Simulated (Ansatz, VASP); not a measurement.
CuI (Marshite): VASP beside Ansatz

The input INCAR:

```
  PREC = Accurate
  ENCUT = 520
  EDIFF = 1E-6
  ISMEAR = 0
  SIGMA = 0.01
  LREAL = F
  LASPH = T
  NELM = 60
  ALGO = Normal
  ISIF = 2
  LWAVE = F
  LCHARG = F
  GGA = PS
  NBANDS = 16
```

Contents of KPOINTS:

```
regular mesh
0
Gamma
  6 6 6
```

File POSCAR:

```
CuI
1.0
    0.0000000000      3.0315000000      3.0315000000
    3.0315000000      0.0000000000      3.0315000000
    3.0315000000      3.0315000000      0.0000000000
Cu I
1 1
Direct
    0.2500000000      0.2500000000      0.2500000000
    0.0000000000      0.0000000000      0.0000000000
```

Input for Ansatz:

```yaml
crystal:
  lattice:
    - [0.0, 3.0315, 3.0315]
    - [3.0315, 0.0, 3.0315]
    - [3.0315, 3.0315, 0.0]
  atoms:
    - { symbol: Cu, position: [0.25, 0.25, 0.25] }
    - { symbol: I, position: [0.0, 0.0, 0.0] }
kpoints:
  mp_grid:
    grid: [6, 6, 6]
    shift: [0.0, 0.0, 0.0]
  band_path:
    path:
      - [-0.375, 0.0, 0.375]
      - [0.0, 0.0, 0.0]
      - [0.0, 0.0, 0.5]
      - [-0.5, -0.25, 0.25]
      - [-0.5, -0.5, 0.0]
    npoints: 10
hamiltonian:
  xc: pbesol
scf:
  n_extra_bands: 6
  convergence:
    dr2_threshold: 1.0e-10
  occupations:
    method: fixed
```

Alike in both runs: task single point; functional PBEsol; k mesh 6 × 6 × 6; no spin polarisation.

|  | VASP | Ansatz |
| --- | --- | --- |
| version | VASP 6.6.1 | Ansatz 0.2.0 |
| potentials or method | VASP PAW PBE potentials, release 64 (Cu, I) | plane waves, PAW |
| plane-wave cutoff (eV) | 520 | 420 |
| occupations | gaussian, width 0.01 eV | fixed |
| valence electrons in the cell | 18 | 36 |

|  | VASP | Ansatz | Ansatz less VASP |
| --- | --- | --- | --- |
| gap on the k mesh at the Fermi level (eV) | 1.03 | 1.01 | -0.023 |

The two sets of potentials don't hold the same shells in valence.

Caveats: spin-orbit coupling is left out, which moves the levels of the heavy elements. PBEsol gaps usually lie below the measured ones, often by a third to a half.
